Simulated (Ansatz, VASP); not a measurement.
## CuO in VASP and in Ansatz

Contents of INCAR:

```
  PREC = Accurate
  ENCUT = 520
  EDIFF = 1E-6
  ISMEAR = -1
  SIGMA = 0.05
  LREAL = F
  LASPH = T
  NELM = 60
  ALGO = Normal
  ISIF = 2
  LWAVE = F
  LCHARG = T
  GGA = PE
  LELF = T
  LVHAR = T
  NBANDS = 25
```

The input KPOINTS:

```
regular mesh
0
Gamma
  9 9 5
```

POSCAR

```
CuO
1.0
    3.2209030567      0.0000000000      0.0000000000
   -1.6104515235      2.7893838657      0.0000000000
    0.0000000000      0.0000000000      5.2750955479
Cu O
2 2
Direct
    0.6666666667      0.3333333333      0.0000000000
    0.3333333333      0.6666666667      0.5000000000
    0.6666666667      0.3333333333      0.6252000000
    0.3333333333      0.6666666667      0.1252000000
```

input.yaml

```yaml
crystal:
  lattice:
    - [3.2209030567, 0.0, 0.0]
    - [-1.6104515235, 2.7893838657, 0.0]
    - [0.0, 0.0, 5.2750955479]
  atoms:
    - { symbol: Cu, position: [0.6666666667, 0.3333333333, 0.0] }
    - { symbol: Cu, position: [0.3333333333, 0.6666666667, 0.5] }
    - { symbol: O, position: [0.6666666667, 0.3333333333, 0.6252] }
    - { symbol: O, position: [0.3333333333, 0.6666666667, 0.1252] }
hamiltonian:
  xc: pbe
  pseudopotentials: { kind: paw }
kpoints:
  mp_grid: { grid: [9, 9, 5] }
scf:
  occupations: { method: fermi_dirac, width: 0.05 }
output:
  forces: true
  stress: true
  eigenvalues: true
  write_density: true
  write_potential: true
  elf: true
  volumetric_format: npy
```

Measurements of this composition are mostly on another form, of space group No. 15.

Alike in both runs: task single point; functional PBE; k mesh 9 × 9 × 5; occupations fermi-dirac, width 0.05 eV; no spin polarisation.

```csv
,VASP,Ansatz
version,VASP 6.6.1,Ansatz 0.2.0
potentials or method,"VASP PAW PBE potentials, release 64 (Cu, O)",Ansatz PAW
plane-wave cutoff (eV),520,420
valence electrons in the cell,34,50
```

```csv
,VASP,Ansatz,Ansatz less VASP
gap on the k mesh at the Fermi level (eV),none,none,-
pressure (GPa),-2.0,-2.5,-0.54
largest component of the traceless stress (GPa),1.25,1.30,+0.046
rms of the force components (eV/Å),0.057,0.059,+0.0014
```

Atom by atom the forces differ by 0.001 eV/Å (rms over components). A gap of «none» marks a metal or a gap that the smearing closes. With one functional, cell and mesh, what is left measures potentials, basis and numerics. The two sets of potentials don't hold the same shells in valence.

Caveats: the run has no spin polarisation, though such a crystal can be magnetic; semilocal functionals often make such compounds metallic where correlation or magnetic order opens a gap, which also shifts bond lengths; the pressure holds a Pulay correction of +0.6 GPa for the finite cutoff (Ansatz).
